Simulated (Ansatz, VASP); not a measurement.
**Two plane-wave programs on InAs**

Contents of INCAR:

```
SYSTEM = InAs
PREC = Accurate ; ENCUT = 520
EDIFF = 1E-7 ; ISMEAR = 0
SIGMA = 0.1 ; LREAL = .False.
LASPH = .True. ; NELM = 100
ALGO = Normal ; ISIF = 2
LWAVE = .False. ; LCHARG = .False.
GGA = PE ; NBANDS = 16
```

KPOINTS

```
regular mesh
0
Gamma
  12 12 12
  0 0 0
```

File POSCAR:

```
InAs
1.0
    0.0000000000      3.0619172599      3.0619172599
    3.0619172599      0.0000000000      3.0619172599
    3.0619172599      3.0619172599      0.0000000000
In As
1 1
Direct
    0.0000000000      0.0000000000      0.0000000000
    0.2500000000      0.2500000000      0.2500000000
```

Input for Ansatz:

```yaml
crystal:
  lattice:
    - [0.0, 3.0619172597, 3.0619172597]
    - [3.0619172597, 0.0, 3.0619172597]
    - [3.0619172597, 3.0619172597, 0.0]
  atoms:
    - { symbol: In, position: [0.0, 0.0, 0.0] }
    - { symbol: As, position: [0.25, 0.25, 0.25] }
basis:
  ecutwfc: 420
kpoints:
  mp_grid: { grid: [12, 12, 12] }
hamiltonian:
  xc: pbe
scf:
  occupations: { method: gaussian, width: 0.1 }
output:
  forces: true
  stress: true
  eigenvalues: true
```

Alike in both runs: task single point; functional PBE; k mesh 12 × 12 × 12; occupations gaussian, width 0.1 eV; no spin polarisation.

```csv
,VASP,Ansatz
version,VASP 6.6.1,Ansatz 0.2.0
potentials or method,"VASP PAW PBE potentials, release 64 (In_d, As)","scalar-relativistic, plane waves, PAW"
plane-wave cutoff (eV),520,420
valence electrons in the cell,18,28
```

|  | VASP | Ansatz | Ansatz less VASP |
| --- | --- | --- | --- |
| gap on the k mesh at the Fermi level (eV) | none | none | - |
| pressure (GPa) | 1.7 | 1.6 | -0.06 |

A gap of «none» marks a metal or a gap that the smearing closes. The two sets of potentials don't hold the same shells in valence.
